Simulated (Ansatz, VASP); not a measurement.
## One calculation of Ge, 3 ways

The starting cell:

```xyz
2
Lattice="0.0000 2.8289 2.8289 2.8289 0.0000 2.8289 2.8289 2.8289 0.0000" Properties=species:S:1:pos:R:3 pbc="T T T"
Ge    4.2434    4.2434    4.2434
Ge    2.8289    2.8289    2.8289
```

Alike in all runs: task relaxation of cell and atoms; functional BLYP; dispersion D3(BJ); k mesh 8 × 8 × 8; occupations fermi-dirac, width 0.05 eV; no spin polarisation; no spin-orbit coupling.

| program and potentials | plane-wave cutoff (eV) | notes | equilibrium volume (Å³/atom) |
| --- | --- | --- | --- |
| Ansatz, Ansatz PAW | 420 | potentials made for PBE, which Ansatz adapts in part | 23.42 |
| VASP, PBE PAW files Ge_d, 600 eV | 600 | potentials made for PBE | 23.53 |
| Ansatz, all-electron LAPW, scalar-relativistic | - | - | 23.44 |

The equilibrium volume spans 23.42 (Ansatz, Ansatz PAW) to 23.53 Å³/atom (VASP, PBE PAW files Ge_d, 600 eV), with all-electron results at 23.44. Some sets were made for another functional than the one run, which can shift their rows. Relaxations stop with a little pressure left, so the last digit of a volume isn't settled.

Differences between rows come from potentials, basis sets and numerical settings, since the functional is the same but for its coding. Runs on potential files found faulty are left out.

The three calculations place the equilibrium volume of germanium in a narrow range, with the Ansatz PAW result closest to the all-electron value and the VASP result slightly larger. All three volumes exceed the well-established experimental volume of diamond-structure germanium. Because the all-electron calculation shows the same expansion, pseudisation of the core cannot be its main origin. The likely cause is BLYP itself: its gradient-corrected exchange favours inhomogeneous densities, and its correlation part does not recover the uniform-electron-gas limit, so it tends to underbind extended covalent solids. In germanium this weakens the directional sp³ bonds that set the volume of the open tetrahedral network. Dispersion normally pulls the lattice inward, which suggests that the correction offsets only part of this underbinding, though its share cannot be separated here. The close agreement therefore supports the reproducibility of the BLYP-D3 volume, not its accuracy for real germanium. An equilibrium volume alone also leaves open how well this functional describes the stiffness of the lattice.
